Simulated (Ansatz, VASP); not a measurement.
This is a calculation of Pb for Ansatz 0.2.0.

Contents of input.yaml:

```yaml
crystal:
  lattice:
    - [3.0386068135, -1.75031996, 0.0]
    - [3.0386068135, 1.75031996, 0.0]
    - [-2.1154626375, 0.0, 6.0952248674]
  atoms:
    - { symbol: Pb, position: [0.8992, 0.912609, 0.728888] }
    - { symbol: Pb, position: [0.093415, 0.082484, 0.271471] }
hamiltonian:
  xc: pbe
  pseudopotentials: { kind: paw }
kpoints:
  mp_grid: { grid: [9, 9, 5] }
scf:
  occupations: { method: fermi_dirac, width: 0.05 }
output:
  forces: true
  stress: true
  eigenvalues: true
```

Potentials or basis: Ansatz PAW.

Command:

```bash
$ ansatz run input.yaml --threads 2 --pin off --max-ram 5120MiB --backend cpu --events-out ev --progress --plain --runs-dir out
```

**Question.** Translate it to VASP 6.6.1. Potentials there: VASP PAW PBE potentials, release 64 (Pb_d).

**Answer.** As run (the cutoff follows the program's own potentials):

File INCAR:

```
  PREC = Accurate
  ENCUT = 520
  EDIFF = 1E-7
  ISMEAR = -1
  SIGMA = 0.05
  LREAL = F
  LASPH = T
  NELM = 100
  ALGO = Normal
  ISIF = 2
  LWAVE = F
  LCHARG = F
  GGA = PE
  NBANDS = 21
```

The input KPOINTS:

```
Automatic mesh
0
Gamma
  9 9 5
```

The input POSCAR:

```
Pb
1.0
    3.0386068135     -1.7503199600      0.0000000000
    3.0386068135      1.7503199600      0.0000000000
   -2.1154626375      0.0000000000      6.0952248674
Pb
2
Direct
    0.8992000000      0.9126090000      0.7288880000
    0.0934150000      0.0824840000      0.2714710000
```

Potentials or basis: VASP PAW PBE potentials, release 64 (Pb_d).

The run is started by

```sh
$ cat potpaw_PBE.64/Pb_d/POTCAR > POTCAR
$ mpirun -np 1 vasp_std > vasp.out
```

Both were run:

|  | VASP | Ansatz | Ansatz less VASP |
| --- | --- | --- | --- |
| gap on the k mesh at the Fermi level (eV) | none | none | - |
| pressure (GPa) | 0.6 | 0.7 | +0.06 |
| largest component of the traceless stress (GPa) | 0.12 | 0.12 | 0.000 |
| rms of the force components (eV/Å) | 0.084 | 0.084 | -0.0003 |

Atom by atom the forces differ by 0.000 eV/Å (rms over components). A gap of «none» marks a metal or a gap that the smearing closes.

Spin-orbit coupling is left out, which matters for the levels of Pb.
